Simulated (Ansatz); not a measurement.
Input of an Ansatz 0.2.0 run:

input.yaml

```yaml
crystal:
  lattice:
    - [0.0, 2.88574, 5.115665]
    - [2.630497, 0.0, 5.115665]
    - [2.630497, 2.88574, 0.0]
  atoms:
    - { symbol: Ge, position: [0.72649, 0.27351, 0.72649] }
    - { symbol: Ge, position: [0.27351, 0.72649, 0.27351] }
    - { symbol: Ge, position: [0.218133, 0.218133, 0.781867] }
    - { symbol: Ge, position: [0.781867, 0.781867, 0.218133] }
hamiltonian:
  xc: blyp
  pseudopotentials: { kind: paw }
  dispersion: d4
kpoints:
  mp_grid: { grid: [5, 5, 5] }
scf:
  occupations: { method: fermi_dirac, width: 0.05 }
output:
  forces: true
  stress: true
  eigenvalues: true
  write_density: true
  write_potential: true
  elf: true
  volumetric_format: npy
relax:
  f_tol: 0.01
  max_steps: 40
  cell: { stress_tol: 0.05 }
```

Potentials or basis: Ansatz PAW.

Run with:

```sh
$ ansatz run input.yaml --threads 2 --pin off --max-ram 5632MiB --backend cpu --events-out ev --progress --plain --runs-dir out
```

Estimate the space group after relaxing (to 0.05 Å).

Fmmm (No. 69).

What does it give for the relaxed cell?

a = 6.367 Å, b = 6.147 Å, c = 4.153 Å, α = 73.51°, β = 67.78°, γ = 38.72°.

Estimate the relaxed volume.

23.52 Å³/atom.

Step by step:
```csv
step,energy change (eV),largest force (eV/Å),volume (Å³)
1,0.0000,0.1165,77.67
2,-0.0084,0.0952,78.67
3,-0.0122,0.0667,79.78
4,-0.1202,0.7654,81.21
5,-0.1378,0.6434,90.36
6,-0.1851,0.3042,92.32
7,-0.2872,0.7513,95.78
8,-0.3396,0.3171,95.61
9,-0.3618,0.2454,94.47
10,-0.3684,0.0474,94.93
11,-0.3707,0.0377,94.84
12,-0.3749,0.0329,94.44
13,-0.3757,0.0160,94.27
14,-0.3760,0.0228,94.11
15,-0.3761,0.0252,94.12
16,-0.3762,0.0120,94.08
17,-0.3762,0.0009,94.09
18,-0.3762,0.0006,94.07
19,-0.3878,0.0013,94.07
20,-0.3880,0.0085,94.11
21,-0.3880,0.0013,94.09
22,-0.3880,0.0013,94.09
```

Caveat: the volume moved by over 15 % at a fixed basis, so the end points are rough; the plane-wave basis is chosen anew once the cell has moved, so the energies of steps on either side of that aren't comparable; pairwise dispersion overbinds metals, which lowers pressure and volume; the PAW data sets come from PBE, with cores solved anew for the run's functional, which leaves a small shift of forces and pressure.
